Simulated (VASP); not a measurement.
Write the native input for VASP 6.6.1 that does the following.

```yaml
Task: relaxation of cell and atoms
Functional: r2SCAN
Potentials_or_basis: VASP PAW PBE potentials, release 64 (In_d)
Cutoff: 600 eV
k_mesh: 10 × 10 × 10
Occupations: fermi-dirac, width 0.05 eV
Spin: no spin polarisation
Dipole_correction: no
Further_INCAR_settings: ALGO = Normal; EDIFF = 1e-07; IBRION = 2; EDIFFG = -0.01; NSW = 100; ISIF = 3
```

In:

```
In
1.0
    -1.75015    1.75015    1.75015
     1.75015   -1.75015    1.75015
     1.75015    1.75015   -1.75015
In
1
Direct
  0.00000 0.00000 0.00000
```

The cell was built by a generator and needn't be a form met in nature.

These files were run (other wordings do the same):

POSCAR

```
In
1.0
   -1.7501550000      1.7501550000      1.7501550000
    1.7501550000     -1.7501550000      1.7501550000
    1.7501550000      1.7501550000     -1.7501550000
In
1
Direct
    0.0000000000      0.0000000000      0.0000000000
```

INCAR.step1

```
SYSTEM = In
PREC = Accurate
ENCUT = 600
ISMEAR = -1
SIGMA = 0.05
LREAL = .False.
LASPH = .True.
NELM = 60
GGA = PE
ALGO = Normal
EDIFF = 1E-4
LWAVE = .True.
LCHARG = .False.
```

INCAR.step2

```
SYSTEM = In
PREC = Accurate
ENCUT = 600
EDIFF = 1E-7
ISMEAR = -1
SIGMA = 0.05
LREAL = .False.
LASPH = .True.
NELM = 60
ALGO = Normal
ISIF = 3
LWAVE = .False.
LCHARG = .False.
METAGGA = R2SCAN
LMIXTAU = .True.
IBRION = 2
NSW = 100
EDIFFG = -0.01
ISTART = 1
```

KPOINTS

```
Automatic mesh
0
Gamma
  10 10 10
  0 0 0
```

Potentials or basis: VASP PAW PBE potentials, release 64 (In_d).

Command:

```bash
$ cat potpaw_PBE.64/In_d/POTCAR > POTCAR
$ cp INCAR.step1 INCAR
$ mpirun -np 1 vasp_std > vasp.out
$ cp INCAR.step2 INCAR
$ mpirun -np 1 vasp_std > vasp.out
```

Results of the run:

```
Relaxed volume                         : 26.60 Å³/atom
Relaxed cell                           : a = 3.257 Å, b = 3.257 Å, c = 3.257 Å, α = 109.47°, β = 109.47°, γ = 109.47°
Space group after relaxing (to 0.05 Å) : Im-3m (No. 229)
Energy gained by relaxing              : 196.0 meV/atom
Ionic steps                            : 4
Pressure after relaxing                : 0.0 GPa
Band gap on the k mesh                 : none (metal or under the smearing width)
```

Caveat: the volume moved by over 15 % at a fixed basis, so the end points are rough; the PAW data sets were made with another functional, which shifts forces and pressure a little.

It took 65 s on 1 thread of Intel(R) Xeon(R) 6975P-C (Granite Rapids) (shared host), peak memory 0.15 GiB.
